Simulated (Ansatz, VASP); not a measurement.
**MgSi in VASP and in Ansatz**

```
Mg Si
1.0
     2.73690    0.00000    0.00000
     0.00000    2.73690    0.00000
     0.00000    0.00000    4.63377
Mg Si
1 1
Direct
  0.00000 0.00000 0.00000
  0.50000 0.50000 0.50000
```

Alike in both runs: task single point; functional PBEsol; k mesh 18 × 18 × 14; occupations gaussian, width 0.15 eV; no spin polarisation.

|  | VASP | Ansatz |
| --- | --- | --- |
| version | VASP 6.6.1 | Ansatz 0.2.0 |
| potentials or method | VASP PAW PBE potentials, release 64 (Mg, Si) | scalar-relativistic, plane waves, PAW |
| plane-wave cutoff (eV) | 520 | 420 |
| valence electrons in the cell | 6 | 14 |

|  | VASP | Ansatz | Ansatz less VASP |
| --- | --- | --- | --- |
| gap on the k mesh at the Fermi level (eV) | none | none | - |
| pressure (GPa) | -1.4 | -1.4 | 0.00 |
| largest component of the traceless stress (GPa) | 6.64 | 6.55 | -0.089 |

A gap of «none» marks a metal or a gap that the smearing closes. The two sets of potentials don't hold the same shells in valence.

Caveats: the PAW data sets were made with another functional, which shifts forces and pressure a little (VASP).
